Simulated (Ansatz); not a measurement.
## SiO2 — quadrupolar parameters

The cell is a computed structure from the Materials Project (it need not be an observed phase).

```cif
data_SiO2
_symmetry_space_group_name_H-M 'Im-3m'
_symmetry_Int_Tables_number 229
_cell_length_a 9.8830
_cell_length_b 9.8830
_cell_length_c 9.8830
_cell_angle_alpha 90.000
_cell_angle_beta 90.000
_cell_angle_gamma 90.000
loop_
_atom_site_label
_atom_site_type_symbol
_atom_site_symmetry_multiplicity
_atom_site_Wyckoff_symbol
_atom_site_fract_x
_atom_site_fract_y
_atom_site_fract_z
Si Si 16 f 0.1569 0.1569 0.1569
O9 O 8 c 0.2500 0.2500 0.2500
O13 O 24 h 0.1889 0.1889 0.0000
```

One atom of each set is listed; the run and its k-mesh use a cell of 24 atoms with edges of 8.56, 8.56, 8.56 Å.

Method: Kohn–Sham DFT in Ansatz, r2SCAN, plane waves and PAW (field gradients read without the response of the frozen cores, which leaves them typically 4 to 6 % off), scalar-relativistic, 500 eV cutoff, Γ-centred 3×3×3 k-points, Fermi–Dirac smearing 0.02 eV.

V_zz is the principal component of the electric field gradient with the largest magnitude, η = (V_xx − V_yy)/V_zz and C_Q = eQV_zz/h.

¹⁷O: I = 5/2, Q = -25.58 mb. Q values from Pyykkö, Mol. Phys. 116, 1328 (2018).

Q: What field gradients does the calculation give at each kind of site?

A: 

| site | atoms | first shell | V_zz (10²¹ V/m²) | η | C_Q (MHz) |
| --- | --- | --- | --- | --- | --- |
| Si | 8 | 4 O at 1.59–1.61 Å | -0.62 | 0.00 | – |
| O9 | 4 | 2 Si at 1.59 Å, angle 180° | 10.71 | 0.00 | -6.63 |
| O13 | 12 | 2 Si at 1.61 Å, angle 148° | 9.61 | 0.23 | -5.95 |

An axis of threefold or higher order runs through Si and O9, so V_zz lies along it and η is zero. At O13 V_zz runs parallel to the line that joins its two neighbours (within 1°).

Si has no stable isotope with a ground-state quadrupole moment in the table, so no C_Q is given.

Hardware: 1 thread of AMD EPYC 9R14 (Zen 4) (x86_64; 16 cores open to the job, memory cap 3.0 GiB, no GPU), a shared host with a load of 0.2 a core. Wall time 20 s, CPU time 20 s, peak memory 1.8 GiB.
